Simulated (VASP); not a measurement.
Wanted: the native input for a VASP 6.6.1 run.

```
Task                   : relaxation of cell and atoms
Functional             : PBEsol
Potentials or basis    : VASP PAW PBE potentials, release 64 (Sb, Pt)
Cutoff                 : 600 eV
k mesh                 : 6 × 6 × 6
Occupations            : methfessel-paxton, width 0.1 eV
Spin                   : no spin polarisation
Further INCAR settings : ALGO = Normal; EDIFF = 1e-06; IBRION = 2; EDIFFG = -0.01; NSW = 90; ISIF = 3
```

The structure of Sb2Pt (Geversite) lies in POSCAR:

```
Sb2Pt
1.0
    6.4423000000      0.0000000000      0.0000000000
    0.0000000000      6.4423000000      0.0000000000
    0.0000000000      0.0000000000      6.4423000000
Sb Pt
8 4
Direct
    0.3753000000      0.3753000000      0.3753000000
    0.1247000000      0.6247000000      0.8753000000
    0.8753000000      0.1247000000      0.6247000000
    0.6247000000      0.8753000000      0.1247000000
    0.6247000000      0.6247000000      0.6247000000
    0.8753000000      0.3753000000      0.1247000000
    0.1247000000      0.8753000000      0.3753000000
    0.3753000000      0.1247000000      0.8753000000
    0.0000000000      0.0000000000      0.0000000000
    0.5000000000      0.0000000000      0.5000000000
    0.5000000000      0.5000000000      0.0000000000
    0.0000000000      0.5000000000      0.5000000000
```

The input as run:

INCAR

```
ALGO = Normal ; EDIFF = 1E-6
EDIFFG = -0.01 ; ENCUT = 600
GGA = PS ; IBRION = 2
ISIF = 3 ; ISMEAR = 1
KPAR = 4 ; LASPH = T
LCHARG = F ; LREAL = F
LWAVE = F ; NELM = 80
NSW = 90 ; PREC = Accurate
SIGMA = 0.1
```

KPOINTS

```
k-points
0
Gamma
  6 6 6
```

Potentials or basis: VASP PAW PBE potentials, release 64 (Sb, Pt).

Command:

```bash
$ cat potpaw_PBE.64/Sb/POTCAR potpaw_PBE.64/Pt/POTCAR > POTCAR
$ mpirun -np 4 vasp_std > vasp.out
```

Results of the run:

The relaxed volume is 22.47 Å³/atom, the relaxed cell is a = 6.460 Å, b = 6.460 Å, c = 6.460 Å, α = 90.00°, β = 90.00°, γ = 90.00° and the space group after relaxing (to 0.05 Å) is Pa-3 (No. 205). The energy gained by relaxing is 1.2 meV/atom, the ionic steps are 5 and the pressure after relaxing is 0.0 GPa. The band gap on the k mesh is none (metal or under the smearing width).

Caveat: the PAW data sets were made with another functional, which shifts forces and pressure a little.

Wall time 4.2 min on 4 MPI ranks on Intel(R) Xeon(R) 6975P-C (Granite Rapids), with other jobs on the host, peak memory 0.61 GiB a rank.
